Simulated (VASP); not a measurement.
# As (Pm-3m) in VASP: settings compared

Aim: see how the results for As move with the level of theory and the settings. Levels: RPBE, LDA, HSE03+D3. Tasks: single point, atomic charges.

Program: VASP 6.6.1. These are calculated values, not measurements. Logs are shortened: lines on timing, memory, paths and dates and some standing lists are left out, and cuts for length are marked.

### 1 Starting point

The structure is cubic, space group Pm-3m (No. 221). Conventional cell: a = 2.704 Å, b = 2.704 Å, c = 2.704 Å, α = 90.00°, β = 90.00°, γ = 90.00°. Around As (site symmetry m-3m) lie 6 As at 2.70 Å.

This isn't the form of As at room conditions, which is rhombohedral.

### 2 Single point, RPBE

INCAR reads:

```
SYSTEM = As
  ALGO = Normal
  EDIFF = 1E-6
  ENCUT = 520
  GGA = RP
  ISIF = 2
  ISMEAR = 0
  LASPH = .True.
  LCHARG = .False.
  LREAL = .False.
  LWAVE = .False.
  NBANDS = 8
  NELM = 60
  PREC = Accurate
  SIGMA = 0.05
```

KPOINTS reads:

```
k-points
0
Gamma
  10 10 10
  0 0 0
```

POSCAR reads:

```
As
2.7037
    0.999993247920      0.000000000000      0.000000000000
    0.000000000000      0.999993247920      0.000000000000
    0.000000000000      0.000000000000      0.999993247920
As
1
Direct
    0.5000000000      0.5000000000      0.5000000000
```

Potentials or basis: VASP PAW PBE potentials, release 64 (As).

The run is started by

```bash
$ cat potpaw_PBE.64/As/POTCAR > POTCAR
$ mpirun -np 1 vasp_std > vasp.out
```

OUTCAR:

```text
SYSTEM = As
   EDIFF = 1E-6
   ENCUT = 520
   GGA = RP
   ISIF = 2
   ISMEAR = 0
   LASPH = .True.
   LREAL = .False.
   NELM = 60
   PREC = Accurate

 ion  position               nearest neighbor table
   1  0.500  0.500  0.500-

  LATTYP: Found a simple cubic cell.
 ALAT       =     2.7036817444

  Lattice vectors:

 A1 = (   2.7036817444,   0.0000000000,   0.0000000000)
 A2 = (   0.0000000000,   2.7036817444,   0.0000000000)
 A3 = (   0.0000000000,   0.0000000000,   2.7036817444)

Analysis of symmetry for initial positions (statically):
=====================================================================
 Subroutine PRICEL returns:
 Original cell was already a primitive cell.

 Routine SETGRP: Setting up the symmetry group for a
 simple cubic supercell.

 Subroutine GETGRP returns: Found 48 space group operations
 (whereof 48 operations were pure point group operations)
 out of a pool of 48 trial point group operations.

The static configuration has the point symmetry O_h .

Analysis of symmetry for dynamics (positions and initial velocities):
=====================================================================
 Subroutine PRICEL returns:
 Original cell was already a primitive cell.

 Routine SETGRP: Setting up the symmetry group for a
 simple cubic supercell.

 Subroutine GETGRP returns: Found 48 space group operations
 (whereof 48 operations were pure point group operations)
 out of a pool of 48 trial point group operations.

The dynamic configuration has the point symmetry O_h .

 Subroutine INISYM returns: Found 48 space group operations
 (whereof 48 operations are pure point group operations),
 and found     1 'primitive' translations

----------------------------------------------------------------------------------------

                                     Primitive cell

  volume of cell :      19.7636

  direct lattice vectors                    reciprocal lattice vectors
     2.703681744  0.000000000  0.000000000     0.369866018  0.000000000  0.000000000
     0.000000000  2.703681744  0.000000000     0.000000000  0.369866018  0.000000000
     0.000000000  0.000000000  2.703681744     0.000000000  0.000000000  0.369866018

  length of vectors
     2.703681744  2.703681744  2.703681744     0.369866018  0.369866018  0.369866018

  position of ions in fractional coordinates (direct lattice)
     0.500000000  0.500000000  0.500000000

  ion indices of the primitive-cell ions
   primitive index   ion index
                 1           1

----------------------------------------------------------------------------------------

 KPOINTS: k-points

Automatic generation of k-mesh.
 Grid dimensions read from file:
 generate k-points for:   10   10   10

 Generating k-lattice:

  Cartesian coordinates                     Fractional coordinates (reciprocal lattice)
     0.036986602  0.000000000  0.000000000     0.100000000  0.000000000  0.000000000
     0.000000000  0.036986602  0.000000000     0.000000000  0.100000000  0.000000000
     0.000000000  0.000000000  0.036986602     0.000000000  0.000000000  0.100000000

  Length of vectors
     0.036986602  0.036986602  0.036986602

  Shift w.r.t. Gamma in fractional coordinates (k-lattice)
     0.000000000  0.000000000  0.000000000

 Subroutine IBZKPT returns following result:
 ===========================================

 Found     56 irreducible k-points:

 Following reciprocal coordinates:
            Coordinates               Weight
  0.000000  0.000000  0.000000      1.000000
  0.100000  0.000000  0.000000      6.000000
  0.200000  0.000000  0.000000      6.000000
  0.300000  0.000000  0.000000      6.000000
  0.400000  0.000000  0.000000      6.000000
  0.500000  0.000000  0.000000      3.000000
[... 16 lines left out ...]
  0.200000  0.100000  0.100000     24.000000
  0.300000  0.100000  0.100000     24.000000
 [... further k-points ...]
   k-points           NKPTS =     56   k-points in BZ     NKDIM =     56   number of bands    NBANDS=      8
   number of dos      NEDOS =    301   number of ions     NIONS =      1
   total plane-waves  NPLWV =   8000
   dimension x,y,z NGX =    20 NGY =   20 NGZ =   20
   dimension x,y,z NGXF=    40 NGYF=   40 NGZF=   40
   ions per type =               1
   NGX,Y,Z   is equivalent  to a cutoff of  12.30, 12.30, 12.30 a.u.
   NGXF,Y,Z  is equivalent  to a cutoff of  24.60, 24.60, 24.60 a.u.
 SYSTEM =  As
   PREC   = accura    normal or accurate (medium, high low for compatibility)
   ISTART =      0    job   : 0-new  1-cont  2-samecut
   ICHARG =      2    charge: 1-file 2-atom 10-const
   ISPIN  =      1    spin polarized calculation?
   LNONCOLLINEAR =      F non collinear calculations
   LSORBIT =      F    spin-orbit coupling
   LASPH  =      T    aspherical Exc in radial PAW
   ENCUT  =  520.0 eV  38.22 Ry    6.18 a.u.   5.03  5.03  5.03*2*pi/ulx,y,z
   NELM   =     60;   NELMIN=  2; NELMDL= -5     # of ELM steps
   EDIFF  = 0.1E-05   stopping-criterion for ELM
   LREAL  =      F    real-space projection
   EDIFFG = 0.1E-04   stopping-criterion for IOM
   NSW    =      0    number of steps for IOM
   IBRION =     -1    ionic relax: 0-MD 1-quasi-New 2-CG
   NFREE  =      0    steps in history (QN), initial steepest desc. (CG)
   ISIF   =      2    stress and relaxation
   ISYM   =      2    0-nonsym 1-usesym 2-fastsym
   POTIM  = 0.5000    time-step for ionic-motion
   TEBEG  =    0.0;   TEEND  =   0.0 temperature during run
   PSTRESS=    0.0 pullay stress
   NELECT =       5.0000    total number of electrons
   NUPDOWN=      -1.0000    fix difference up-down
   EMIN   =  10.00;   EMAX   =-10.00  energy-range for DOS
   EFERMI =   0.00;   METHOD = LEGACY
   ISMEAR =     0;   SIGMA  =   0.05  broadening in eV -4-tet -1-fermi 0-gaus
   EFERMI_NEDOS =   21; number of points for ismear=-14 and -15
   IALGO  =     38    algorithm
   IMIX   =      4    mixing-type and parameters
     AMIX     =   0.40;   BMIX     =  1.00
     AMIX_MAG =   1.60;   BMIX_MAG =  1.00
  volume/ion in A,a.u.               =      19.76       133.37
  Fermi-wavevector in a.u.,A,eV,Ry     =   1.035403  1.956627 14.586243  1.072059
  Thomas-Fermi vector in A             =   2.169744
   LORBIT       =      0    0 simple, 1 ext, 2 COOP (PROOUT), +10 PAW based schemes
   GGA     = RP    functional components
   LHFCALC =     F    Hartree Fock is set to
   AEXX    =    0.0000 exact exchange contribution
   IVDW    =     0    specifies the selected vdW correction
   LEPSILON=     F    determine dielectric tensor
   LRPA    =     F    only Hartree local field effects (RPA)
 non-spin polarized calculation
 Gauss-broadening in eV      SIGMA  =   0.05
  energy-cutoff  :      520.00
  volume of cell :       19.76
 maximum number of plane-waves:       554
   NGX = 11   NGY = 11   NGZ = 11

 number of electron       5.0000001 magnetization

 Free energy of the ion-electron system (eV)
  ---------------------------------------------------
  ext. energy  EPLUGINS =         0.00000000
  ---------------------------------------------------
  free energy    TOTEN  =        -4.17476469 eV

  energy without entropy =       -4.17421769  energy(sigma->0) =       -4.17449119

 E-fermi :   6.0400     XC(G=0): -10.3736

 val. band max:        6.0384866364   @ k =   0.3000   0.3000   0.3000
 cond. band min:       6.0572336518   @ k =   0.2000   0.2000   0.0000
 fundamental gap:      0.0187470154
 Fermi energy:         6.0400144884

 k-point     1 :       0.0000    0.0000    0.0000
  band No.  band energies     occupation
      1      -8.9278      2.00000
      2      10.2106      0.00000
      3      10.2106      0.00000
      4      10.2106      0.00000
      5      14.4861      0.00000
      6      14.4861      0.00000
      7      16.7086      0.00000
      8      30.9084      0.00000

 k-point     2 :       0.1000    0.0000    0.0000
  band No.  band energies     occupation
      1      -8.7436      2.00000
      2       8.1555      0.00000
      3      10.3730      0.00000
      4      10.3730      0.00000
      5      14.6501      0.00000
      6      15.7646      0.00000
      7      17.9718      0.00000
      8      28.5827      0.00000

 k-point     3 :       0.2000    0.0000    0.0000
  band No.  band energies     occupation
      1      -8.2011      2.00000
      2       5.0823      2.00000
      3      10.8368      0.00000
      4      10.8368      0.00000
      5      15.1298      0.00000
      6      16.6333      0.00000
      7      21.5039      0.00000
      8      25.6833      0.00000

 k-point     4 :       0.3000    0.0000    0.0000
  band No.  band energies     occupation
      1      -7.3455      2.00000
      2       2.2764      2.00000
      3      11.5155      0.00000
      4      11.5155      0.00000
      5      15.8730      0.00000
      6      17.6039      0.00000
      7      23.2111      0.00000
      8      23.2111      0.00000

 k-point     5 :       0.4000    0.0000    0.0000
  band No.  band energies     occupation
      1      -6.3411      2.00000
      2       0.0710      2.00000
      3      12.2021      0.00000
      4      12.2021      0.00000
      5      16.7101      0.00000
      6      18.8918      0.00000
      7      21.4386      0.00000
      8      21.4386      0.00000

 k-point     6 :       0.5000    0.0000    0.0000
  band No.  band energies     occupation
      1      -5.7777      2.00000
      2      -0.8966      2.00000
      3      12.5172      0.00000
      4      12.5172      0.00000
      5      17.1486      0.00000
      6      20.2426      0.00000
      7      20.7603      0.00000
      8      20.7603      0.00000

 k-point     7 :       0.1000    0.1000    0.0000
  band No.  band energies     occupation
      1      -8.5594      2.00000
      2       8.1508      0.00000
      3       8.5123      0.00000
      4      10.5352      0.00000
      5      15.3348      0.00000
      6      17.2307      0.00000
      7      18.4603      0.00000
      8      26.2741      0.00000

 k-point     8 :       0.2000    0.1000    0.0000
  band No.  band energies     occupation
      1      -8.0169      2.00000
      2       5.2480      2.00000
      3       8.8381      0.00000
      4      10.9983      0.00000
      5      15.9117      0.00000
      6      18.2480      0.00000
      7      21.3265      0.00000
      8      23.7562      0.00000

 k-point     9 :       0.3000    0.1000    0.0000
  band No.  band energies     occupation
      1      -7.1612      2.00000
      2       2.4491      2.00000
      3       9.5667      0.00000
      4      11.6758      0.00000
      5      16.7138      0.00000
      6      18.6372      0.00000
      7      20.9555      0.00000
      8      23.3684      0.00000

 k-point    10 :       0.4000    0.1000    0.0000
  band No.  band energies     occupation
      1      -6.1561      2.00000
      2       0.2454      2.00000
      3      10.3432      0.00000
      4      12.3608      0.00000
      5      17.5518      0.00000
      6      17.9932      0.00000
      7      20.9154      0.00000
      8      21.6012      0.00000
[... 78 lines left out ...]
 k-point    18 :       0.5000    0.3000    0.0000
  band No.  band energies     occupation
      1      -4.1661      2.00000
      2       0.5446      2.00000
      3       5.0282      2.00000
      4      11.3502      0.00000
      5      13.7712      0.00000
      6      20.4066      0.00000
      7      22.1541      0.00000
      8      22.9968      0.00000

 k-point    19 :       0.4000    0.4000    0.0000
  band No.  band energies     occupation
      1      -3.7061      2.00000
      2       2.1883      2.00000
      3       2.5529      2.00000
      4      10.1612      0.00000
      5      14.1190      0.00000
      6      20.7895      0.00000
      7      23.5008      0.00000
      8      23.7973      0.00000

 k-point    20 :       0.5000    0.4000    0.0000
  band No.  band energies     occupation
      1      -3.1060      2.00000
      2       1.3628      2.00000
      3       2.7911      2.00000
      4       9.3622      0.00000
      5      14.4136      0.00000
      6      21.6002      0.00000
      7      22.9988      0.00000
      8      24.0057      0.00000

 k-point    21 :       0.5000    0.5000    0.0000
  band No.  band energies     occupation
      1      -2.4780      2.00000
      2       1.7651      2.00000
      3       1.7651      2.00000
      4       8.5693      0.00000
      5      14.7025      0.00000
      6      22.4771      0.00000
      7      23.4439      0.00000
      8      23.4439      0.00000

 k-point    22 :       0.1000    0.1000    0.1000
  band No.  band energies     occupation
      1      -8.3752      2.00000
      2       8.3156      0.00000
      3       8.3156      0.00000
      4       8.8969      0.00000
      5      17.3898      0.00000
      6      17.3898      0.00000
      7      18.8110      0.00000
      8      26.3051      0.00000

 k-point    23 :       0.2000    0.1000    0.1000
  band No.  band energies     occupation
      1      -7.8327      2.00000
      2       5.4134      2.00000
      3       8.7890      0.00000
      4       9.2474      0.00000
      5      17.8498      0.00000
      6      18.6298      0.00000
      7      21.2767      0.00000
      8      23.2721      0.00000

 k-point    24 :       0.3000    0.1000    0.1000
  band No.  band energies     occupation
      1      -6.9768      2.00000
      2       2.6214      2.00000
      3       9.4913      0.00000
      4      10.0059      0.00000
      5      18.5347      0.00000
      6      18.6302      0.00000
      7      20.7267      0.00000
      8      21.5396      0.00000

 [... further k-points ...]
[... 5 lines left out ...]
  --------------------------------------------------------------------------------------
  -------------------------------------------------------------------------------------
  Total        0.4969743      0.4969743      0.4969743     -0.0000000     -0.0000000     -0.0000000
  in kB       40.2881978     40.2881978     40.2881978     -0.0000000     -0.0000000     -0.0000000
  external PRESSURE =      40.2881978 kB  Pullay stress =       0.0000000 kB

 VOLUME and BASIS-vectors are now :
 -----------------------------------------------------------------------------
  energy-cutoff  :      520.00
  volume of cell :       19.76
      direct lattice vectors                 reciprocal lattice vectors
     2.703681744  0.000000000  0.000000000     0.369866018  0.000000000  0.000000000
     0.000000000  2.703681744  0.000000000     0.000000000  0.369866018  0.000000000
     0.000000000  0.000000000  2.703681744     0.000000000  0.000000000  0.369866018

 POSITION                                       TOTAL-FORCE (eV/Angst)
 -----------------------------------------------------------------------------------
      1.35184      1.35184      1.35184         0.000000      0.000000      0.000000
 -----------------------------------------------------------------------------------
    total drift:                                0.000000     -0.000000      0.000000

  FREE ENERGIE OF THE ION-ELECTRON SYSTEM (eV)
  ---------------------------------------------------
  free  energy   TOTEN  =        -4.1747646890 eV

  energy  without entropy=       -4.1742176926  energy(sigma->0) =       -4.17449119
```

It took 3 s on 1 thread of Intel Xeon 6975P-C (Granite Rapids), shared host; peak memory 0.12 GiB.

Results:

* Free energy: -4.1748 eV
* Pressure: 4.0 GPa
* Band gap on the k mesh: none (metal or under the smearing width)

Caveat: the PAW data sets were made with another functional, which shifts forces and pressure a little.

[end of part 1 of 2]
